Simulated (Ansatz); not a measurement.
**Au under changes of volume**

One of the cells (17.771 Å³/atom); the others are scaled copies at fixed shape and fractional positions:

```
CELL_PARAMETERS angstrom
2.90000 0.00000 0.00000
-1.45000 2.51147 0.00000
0.00000 0.00000 4.88000
ATOMIC_POSITIONS crystal
Au 0.66667 0.33333 0.25000
Au 0.33333 0.66667 0.75000
```

This isn't the form of Au at room conditions, which is fcc.

```yaml
Program: Ansatz 0.2.0
Functional: r2SCAN
Potentials_or_basis: Ansatz PAW
Cutoff: "500 eV (not typed: the program's choice for these potentials)"
k_mesh: 11 × 11 × 6
Occupations: fermi-dirac, width 0.05 eV
Spin: no spin polarisation
```

```csv
volume (Å³/atom),energy over the lowest point (meV/atom),pressure (GPa)
16.705,22.32,9.0
17.060,6.96,4.9
17.416,0.00,1.4
17.771,?,?
18.127,7.12,-4.3
18.482,19.39,-6.7
18.837,36.44,-8.7
```

Problem. What does the run at 17.771 Å³/atom give?

Solution. Energy over the lowest point 0.38 meV/atom; pressure -1.7 GPa.

Worked out: A Birch-Murnaghan fit of order 3 (a polynomial in V^(-2/3)) to the other rows has its minimum at 17.57 Å³/atom with B0 = V·E''(V) = 153 GPa and B' = 5.9 at fixed shape and positions, which overstates the stiffness. It gives 0.37 meV/atom at 17.771 Å³/atom, against the run's 0.38, and -dE/dV = -1.7 GPa, against -1.7.

Energies are extrapolated to zero smearing.

Caveats: the PAW data sets come from PBE, with cores solved anew for the run's functional, which leaves a small shift of forces and pressure.
